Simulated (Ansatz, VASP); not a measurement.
**NaF: VASP beside Ansatz**

```xyz
4
Lattice="3.9007 0.0000 0.0000 -1.9503 3.3781 0.0000 0.0000 0.0000 4.6093" Properties=species:S:1:pos:R:3 pbc="T T T"
Na    0.0000    2.2521    1.1523
Na    1.9503    1.1260    3.4570
F     1.9503    1.1260    1.1523
F     0.0000    2.2521    3.4570
```

Alike in both runs: task single point; functional PBE; k mesh 6 × 6 × 4; no spin polarisation.

|  | VASP | Ansatz |
| --- | --- | --- |
| version | VASP 6.6.1 | Ansatz 0.2.0 |
| potentials or method | VASP PAW PBE potentials, release 64 (Na_pv, F) | plane waves, PAW |
| plane-wave cutoff (eV) | 520 | 420 |
| occupations | gaussian, width 0.01 eV | fixed |
| valence electrons in the cell | 28 | 32 |

|  | VASP | Ansatz | Ansatz less VASP |
| --- | --- | --- | --- |
| gap on the k mesh at the Fermi level (eV) | 5.58 | 5.60 | +0.016 |
| pressure (GPa) | 1.1 | 1.2 | +0.07 |
| largest component of the traceless stress (GPa) | 0.07 | 0.08 | +0.010 |

The two sets of potentials don't hold the same shells in valence.
